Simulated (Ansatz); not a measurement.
## InAs (F-43m) under several functionals

**Experimental background.**

A printed reference work, data compilation reports, for a bulk crystal of InAs at 298.15 K: lattice constant a 6.05838 Å.

Plane-wave DFT in Ansatz with scalar-relativistic PAW potentials. The same structure was relaxed (cell and atoms, symmetry kept) in separate runs at each level. No spin polarisation.

| level | cutoff (eV) | k mesh | V (Å³/atom) | a (Å) | gap (eV) | B0 (GPa) |
| --- | --- | --- | --- | --- | --- | --- |
| LDA | 420 | 12×12×12 | 27.359 | 6.026 | 0.00 | – |
| PBEsol | 420 | 12×12×12 | 28.202 | 6.088 | 0.00 | 56 |
| r2SCAN | 500 | 10×10×10 | 28.491 | 6.108 | 0.08 | 57 |
| PBE+D3(BJ) | 420 | 12×12×12 | 28.526 | 6.111 | 0.00 | – |

Task: Where does PBE (420 eV, k mesh 12×12×12) fall?

Result: V (Å³/atom) 29.594, a (Å) 6.186, gap (eV) 0.00, B0 (GPa) 48. Its volume is the largest of the set. The usual order of volumes, LDA < PBEsol < PBE, holds here (27.359, 28.202, 29.594 Å³/atom). As a rule LDA overbinds; PBEsol, built on the gradient expansion of slowly varying densities, lies between LDA and PBE; PBE's stronger gradient term for exchange weakens bonds. Adding D3 to PBE changes the volume by -3.6 %; the term is attractive, so it pulls cells in. r2SCAN lies 3.7 % under PBE in volume. B0 goes from 55.7 to 48.4 GPa as the volume grows by 4.9 %; on one curve with B' = 4.8 the volume alone, B ∝ V^(−B'), would give 44.3 GPa, and the rest of the difference is the functional's own stiffness. Each gap belongs to its own cell, so it mixes the functional's effect with that of the volume; gaps are the least found on the k mesh or on a band path.

For PBE: A measured lattice constant a of InAs is 6.05838 Å (298.15 K; a printed reference work, data compilation); the calculated 6.186 Å misses it by +2.1 %. The calculations are for 0 K without zero-point motion.